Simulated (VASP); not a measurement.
Hf:

```
Hf
1.0
     3.19670    0.00000    0.00000
    -1.59835    2.76842    0.00000
     0.00000    0.00000    5.05780
Hf
2
Cartesian
  1.5984 0.9228 3.7934
  0.0000 1.8456 1.2645
```

Base run:

* Program: VASP 6.6.1
* Functional: RPBE
* Potentials or basis: VASP PAW PBE potentials, release 64 (Hf_pv)
* Cutoff: 520 eV
* k mesh: 10 × 10 × 5
* Occupations: fermi-dirac, width 0.05 eV
* Spin: no spin polarisation

Its results: pressure 3.0 GPa.

**Question.** The run is repeated on the same cell with these changes: functional from RPBE to LDA; potentials or basis from VASP PAW PBE potentials, release 64 (Hf_pv) to VASP PAW LDA potentials, release 64 (Hf_pv). What comes out?

**Answer.** Pressure -7.8 GPa.

Caveats: the PAW data sets were made with another functional, which shifts forces and pressure a little (some runs).
